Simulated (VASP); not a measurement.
# TiN (Fm-3m) in VASP: relaxation of cell and atoms with r2SCAN

Aim: the relaxation of cell and atoms of TiN with r2SCAN.

Program: VASP 6.6.1. These are calculated values, not measurements. Logs are shortened: lines on timing, memory, paths and dates and some standing lists are left out, and cuts for length are marked.

## Step 1: The structure

The structure is cubic, space group Fm-3m (No. 225). Conventional cell: a = 4.240 Å, b = 4.240 Å, c = 4.240 Å, α = 90.00°, β = 90.00°, γ = 90.00°. Ti (site symmetry m-3m) has 6 N at 2.12 Å as nearest neighbours. N (site symmetry m-3m) is surrounded by 6 Ti at 2.12 Å.

The cell was built by a generator and needn't be a form met in nature.

## Step 2: Relaxation of cell and atoms, r2SCAN

INCAR reads:

```
ALGO = Normal
EDIFF = 1E-6
EDIFFG = -0.02
ENCUT = 600
IBRION = 2
ISIF = 3
ISMEAR = 1
KPAR = 4
LASPH = T
LCHARG = F
LMIXTAU = T
LREAL = F
LWAVE = F
METAGGA = R2SCAN
NELM = 60
NSW = 60
PREC = Accurate
SIGMA = 0.2
```

KPOINTS reads:

```
k-points
0
Gamma
  16 16 16
```

POSCAR reads:

```
TiN
1.0
    0.0000000000      2.1200000000      2.1200000000
    2.1200000000      0.0000000000      2.1200000000
    2.1200000000      2.1200000000      0.0000000000
Ti N
1 1
Direct
    0.0000000000      0.0000000000      0.0000000000
    0.5000000000      0.5000000000      0.5000000000
```

Potentials or basis: VASP PAW PBE potentials, release 64 (Ti_sv, N).

Command:

```
cat potpaw_PBE.64/Ti_sv/POTCAR potpaw_PBE.64/N/POTCAR > POTCAR
mpirun -np 4 vasp_std > vasp.out
```

OUTCAR:

```text
EDIFF = 1E-6
   EDIFFG = -0.02
   ENCUT = 600
   IBRION = 2
   ISIF = 3
   ISMEAR = 1
   LASPH = T
   LREAL = F
   METAGGA = R2SCAN
   NELM = 60
   NSW = 60
   PREC = Accurate

 ion  position               nearest neighbor table
   1  0.000  0.000  0.000-   2 2.12   2 2.12   2 2.12   2 2.12   2 2.12   2 2.12
   2  0.500  0.500  0.500-   1 2.12   1 2.12   1 2.12   1 2.12   1 2.12   1 2.12

  LATTYP: Found a face centered cubic cell.
 ALAT       =     4.2400000000

  Lattice vectors:

 A1 = (   0.0000000000,   2.1200000000,   2.1200000000)
 A2 = (   2.1200000000,   0.0000000000,   2.1200000000)
 A3 = (   2.1200000000,   2.1200000000,   0.0000000000)

Analysis of symmetry for initial positions (statically):
=====================================================================
 Subroutine PRICEL returns:
 Original cell was already a primitive cell.

 Routine SETGRP: Setting up the symmetry group for a
 face centered cubic supercell.

 Subroutine GETGRP returns: Found 48 space group operations
 (whereof 48 operations were pure point group operations)
 out of a pool of 48 trial point group operations.

The static configuration has the point symmetry O_h .

Analysis of symmetry for dynamics (positions and initial velocities):
=====================================================================
 Subroutine PRICEL returns:
 Original cell was already a primitive cell.

 Routine SETGRP: Setting up the symmetry group for a
 face centered cubic supercell.

 Subroutine GETGRP returns: Found 48 space group operations
 (whereof 48 operations were pure point group operations)
 out of a pool of 48 trial point group operations.

The dynamic configuration has the point symmetry O_h .

 Subroutine INISYM returns: Found 48 space group operations
 (whereof 48 operations are pure point group operations),
 and found     1 'primitive' translations

----------------------------------------------------------------------------------------

                                     Primitive cell

  volume of cell :      19.0563

  direct lattice vectors                    reciprocal lattice vectors
     0.000000000  2.120000000  2.120000000    -0.235849057  0.235849057  0.235849057
     2.120000000  0.000000000  2.120000000     0.235849057 -0.235849057  0.235849057
     2.120000000  2.120000000  0.000000000     0.235849057  0.235849057 -0.235849057

  length of vectors
     2.998132752  2.998132752  2.998132752     0.408502549  0.408502549  0.408502549

  position of ions in fractional coordinates (direct lattice)
     0.000000000  0.000000000  0.000000000
     0.500000000  0.500000000  0.500000000

  ion indices of the primitive-cell ions
   primitive index   ion index
                 1           1
                 2           2

----------------------------------------------------------------------------------------

 KPOINTS: k-points

Automatic generation of k-mesh.
 Grid dimensions read from file:
 generate k-points for:   16   16   16

 Generating k-lattice:

  Cartesian coordinates                     Fractional coordinates (reciprocal lattice)
    -0.014740566  0.014740566  0.014740566     0.062500000  0.000000000  0.000000000
     0.014740566 -0.014740566  0.014740566     0.000000000  0.062500000  0.000000000
     0.014740566  0.014740566 -0.014740566     0.000000000  0.000000000  0.062500000

  Length of vectors
     0.025531409  0.025531409  0.025531409

  Shift w.r.t. Gamma in fractional coordinates (k-lattice)
     0.000000000  0.000000000  0.000000000

 Subroutine IBZKPT returns following result:
 ===========================================

 Found    145 irreducible k-points:

 Following reciprocal coordinates:
            Coordinates               Weight
  0.000000  0.000000  0.000000      1.000000
  0.062500  0.000000  0.000000      8.000000
  0.125000  0.000000  0.000000      8.000000
  0.187500  0.000000  0.000000      8.000000
  0.250000  0.000000  0.000000      8.000000
  0.312500  0.000000  0.000000      8.000000
[... 16 lines left out ...]
 -0.125000  0.062500  0.000000     24.000000
 -0.062500  0.062500  0.000000     12.000000
 [... further k-points ...]
   k-points           NKPTS =    145   k-points in BZ     NKDIM =    145   number of bands    NBANDS=     12
   number of dos      NEDOS =    301   number of ions     NIONS =      2
   total plane-waves  NPLWV =  13824
   dimension x,y,z NGX =    24 NGY =   24 NGZ =   24
   dimension x,y,z NGXF=    48 NGYF=   48 NGZF=   48
   ions per type =               1   1
   NGX,Y,Z   is equivalent  to a cutoff of  13.31, 13.31, 13.31 a.u.
   NGXF,Y,Z  is equivalent  to a cutoff of  26.62, 26.62, 26.62 a.u.
 SYSTEM =  unknown system
   PREC   = accura    normal or accurate (medium, high low for compatibility)
   ISTART =      0    job   : 0-new  1-cont  2-samecut
   ICHARG =      2    charge: 1-file 2-atom 10-const
   ISPIN  =      1    spin polarized calculation?
   LNONCOLLINEAR =      F non collinear calculations
   LSORBIT =      F    spin-orbit coupling
   LASPH  =      T    aspherical Exc in radial PAW
   ENCUT  =  600.0 eV  44.10 Ry    6.64 a.u.   5.99  5.99  5.99*2*pi/ulx,y,z
   NELM   =     60;   NELMIN=  2; NELMDL= -5     # of ELM steps
   EDIFF  = 0.1E-05   stopping-criterion for ELM
   LREAL  =      F    real-space projection
   EDIFFG = -.2E-01   stopping-criterion for IOM
   NSW    =     60    number of steps for IOM
   IBRION =      2    ionic relax: 0-MD 1-quasi-New 2-CG
   NFREE  =      1    steps in history (QN), initial steepest desc. (CG)
   ISIF   =      3    stress and relaxation
   ISYM   =      2    0-nonsym 1-usesym 2-fastsym
   POTIM  = 0.5000    time-step for ionic-motion
   TEBEG  =    0.0;   TEEND  =   0.0 temperature during run
   PSTRESS=    0.0 pullay stress
   NELECT =      17.0000    total number of electrons
   NUPDOWN=      -1.0000    fix difference up-down
   EMIN   =  10.00;   EMAX   =-10.00  energy-range for DOS
   EFERMI =   0.00;   METHOD = LEGACY
   ISMEAR =     1;   SIGMA  =   0.20  broadening in eV -4-tet -1-fermi 0-gaus
   EFERMI_NEDOS =   21; number of points for ismear=-14 and -15
   IALGO  =     38    algorithm
   IMIX   =      4    mixing-type and parameters
     AMIX     =   0.40;   BMIX     =  1.00
     AMIX_MAG =   1.60;   BMIX_MAG =  1.00
  volume/ion in A,a.u.               =       9.53        64.30
  Fermi-wavevector in a.u.,A,eV,Ry     =   1.575960  2.978133 33.792122  2.483651
  Thomas-Fermi vector in A             =   2.676865
   LORBIT       =      0    0 simple, 1 ext, 2 COOP (PROOUT), +10 PAW based schemes
   METAGGA = R2SCAN    functional components
   LHFCALC =     F    Hartree Fock is set to
   AEXX    =    0.0000 exact exchange contribution
   IVDW    =     0    specifies the selected vdW correction
   LEPSILON=     F    determine dielectric tensor
   LRPA    =     F    only Hartree local field effects (RPA)
 conjugate gradient relaxation of ions
 non-spin polarized calculation
 Methfessel and Paxton  Order N= 1 SIGMA  =   0.20
  energy-cutoff  :      600.00
  volume of cell :       19.06
 maximum number of plane-waves:       652
   NGX = 11   NGY = 11   NGZ = 11

 number of electron      17.0000002 magnetization

 Free energy of the ion-electron system (eV)
  ---------------------------------------------------
  ext. energy  EPLUGINS =         0.00000000
  ---------------------------------------------------
  free energy    TOTEN  =       -26.01577990 eV

  energy without entropy =      -26.01480313  energy(sigma->0) =      -26.01545431

 E-fermi :  11.6685     XC(G=0): -13.8841

 val. band max:       11.6339433235   @ k =   0.1250   0.0000   0.0000
 cond. band min:      11.6786228259   @ k =  -0.3125   0.4375   0.1250
 fundamental gap:      0.0446795024
 Fermi energy:        11.6685314509

 k-point     1 :       0.0000    0.0000    0.0000
  band No.  band energies     occupation
      1     -48.6993      2.00000
      2     -23.6360      2.00000
      3     -23.6360      2.00000
      4     -23.6360      2.00000
      5      -6.5975      2.00000
      6       9.2845      2.00000
      7       9.2845      2.00000
      8       9.2845      2.00000
      9      11.0486      2.00011
     10      11.0486      2.00011
     11      11.0486      2.00011
     12      12.2516     -0.00030

 k-point     2 :       0.0625    0.0000    0.0000
  band No.  band energies     occupation
      1     -48.6956      2.00000
      2     -23.6625      2.00000
      3     -23.6381      2.00000
      4     -23.6380      2.00000
      5      -6.5208      2.00000
      6       8.8508      2.00000
      7       8.9587      2.00000
      8       8.9587      2.00000
      9      11.1629      2.00204
     10      11.1629      2.00204
     11      11.2653      2.01518
     12      12.5961     -0.00000

 k-point     3 :       0.1250    0.0000    0.0000
  band No.  band energies     occupation
      1     -48.6850      2.00000
      2     -23.7375      2.00000
      3     -23.6440      2.00000
      4     -23.6440      2.00000
      5      -6.2981      2.00000
      6       7.9180      2.00000
      7       8.2935      2.00000
      8       8.2935      2.00000
      9      11.4108      2.06976
     10      11.4108      2.06976
     11      11.6339      1.28791
     12      13.4001     -0.00000

 k-point     4 :       0.1875    0.0000    0.0000
  band No.  band energies     occupation
      1     -48.6690      2.00000
      2     -23.8480      2.00000
      3     -23.6528      2.00000
      4     -23.6528      2.00000
      5      -5.9519      2.00000
      6       6.8280      2.00000
      7       7.5916      2.00000
      8       7.5916      2.00000
      9      11.7512      0.36200
     10      11.7512      0.36199
     11      12.0026     -0.03972
     12      14.3640     -0.00000

 k-point     5 :       0.2500    0.0000    0.0000
  band No.  band energies     occupation
      1     -48.6502      2.00000
      2     -23.9759      2.00000
      3     -23.6632      2.00000
      4     -23.6632      2.00000
      5      -5.5179      2.00000
      6       5.7334      2.00000
      7       6.9608      2.00000
      8       6.9608      2.00000
      9      12.1645     -0.00253
     10      12.1645     -0.00253
     11      12.4036     -0.00000
     12      15.3354     -0.00000
[... 228 lines left out ...]
      1     -48.6414      2.00000
      2     -24.0183      2.00000
      3     -23.6937      2.00000
      4     -23.6578      2.00000
      5      -5.3328      2.00000
      6       5.3164      2.00000
      7       6.6072      2.00000
      8       6.9410      2.00000
      9      12.1104     -0.00768
     10      12.3069     -0.00006
     11      12.8925     -0.00000
     12      15.0512     -0.00000

 k-point    22 :      -0.1875    0.0625    0.0000
  band No.  band energies     occupation
      1     -48.6603      2.00000
      2     -23.8940      2.00000
      3     -23.6812      2.00000
      4     -23.6474      2.00000
      5      -5.7693      2.00000
      6       6.3035      2.00000
      7       7.1472      2.00000
      8       7.5593      2.00000
      9      11.6973      0.75922
     10      11.9713     -0.05405
     11      12.4326     -0.00000
     12      14.1340     -0.00000

 k-point    23 :      -0.1250    0.0625    0.0000
  band No.  band energies     occupation
      1     -48.6772      2.00000
      2     -23.7811      2.00000
      3     -23.6671      2.00000
      4     -23.6400      2.00000
      5      -6.1374      2.00000
      6       7.3035      2.00000
      7       7.7807      2.00000
      8       8.2244      2.00000
      9      11.3691      2.05555
     10      11.7015      0.72505
     11      11.9815     -0.04940
     12      13.2799     -0.00000

 k-point    24 :      -0.0625    0.0625    0.0000
  band No.  band energies     occupation
      1     -48.6896      2.00000
      2     -23.6992      2.00000
      3     -23.6520      2.00000
      4     -23.6367      2.00000
      5      -6.3968      2.00000
      6       8.2142      2.00000
      7       8.4405      2.00000
      8       8.7848      2.00000
      9      11.1687      2.00233
     10      11.4278      2.07077
     11      11.5664      1.75156
     12      12.6932     -0.00000

 [... further k-points ...]

------------------------ aborting loop because EDIFF is reached ----------------------------------------

  FORCE on cell =-STRESS in cart. coord.  units (eV):
  Direction    XX          YY          ZZ          XY          YZ          ZX
  --------------------------------------------------------------------------------------
  -------------------------------------------------------------------------------------
  Total        0.0045898      0.0045898      0.0045898     -0.0000000     -0.0000000      0.0000000
  in kB        0.3858915      0.3858915      0.3858915     -0.0000000     -0.0000000      0.0000000
  external PRESSURE =       0.3858915 kB  Pullay stress =       0.0000000 kB

 VOLUME and BASIS-vectors are now :
 -----------------------------------------------------------------------------
  energy-cutoff  :      600.00
  volume of cell :       19.06
      direct lattice vectors                 reciprocal lattice vectors
     0.000000000  2.120000000  2.120000000    -0.235849057  0.235849057  0.235849057
     2.120000000  0.000000000  2.120000000     0.235849057 -0.235849057  0.235849057
     2.120000000  2.120000000  0.000000000     0.235849057  0.235849057 -0.235849057

 POSITION                                       TOTAL-FORCE (eV/Angst)
 -----------------------------------------------------------------------------------
      0.00000      0.00000      0.00000        -0.000000      0.000000      0.000000
      2.12000      2.12000      2.12000         0.000000     -0.000000     -0.000000
 -----------------------------------------------------------------------------------
    total drift:                                0.000000     -0.000000     -0.000000

  FREE ENERGIE OF THE ION-ELECTRON SYSTEM (eV)
  ---------------------------------------------------
  free  energy   TOTEN  =       -26.0157798991 eV

  energy  without entropy=      -26.0148031326  energy(sigma->0) =      -26.01545431

 reached required accuracy - stopping structural energy minimisation
```

Run time: 25 s. Hardware: 4 MPI ranks of Intel Xeon Platinum 8488C (Sapphire Rapids), shared host; peak memory 0.16 GiB.

What came out:

```yaml
Free_energy: -26.0158 eV
Pressure_after_relaxing: 0.0 GPa
Band_gap_on_the_k_mesh: none (metal or under the smearing width)
```

Final structure:
```yaml
crystal:
  lattice:
    - [0.00000, 2.12000, 2.12000]
    - [2.12000, 0.00000, 2.12000]
    - [2.12000, 2.12000, 0.00000]
  atoms:
    - { symbol: Ti, position: [0.00000, 0.00000, 0.00000] }
    - { symbol: N, position: [0.50000, 0.50000, 0.50000] }
```

Caveat: the relaxation stopped at its first step, so nothing moved; the PAW data sets were made with another functional, which shifts forces and pressure a little.
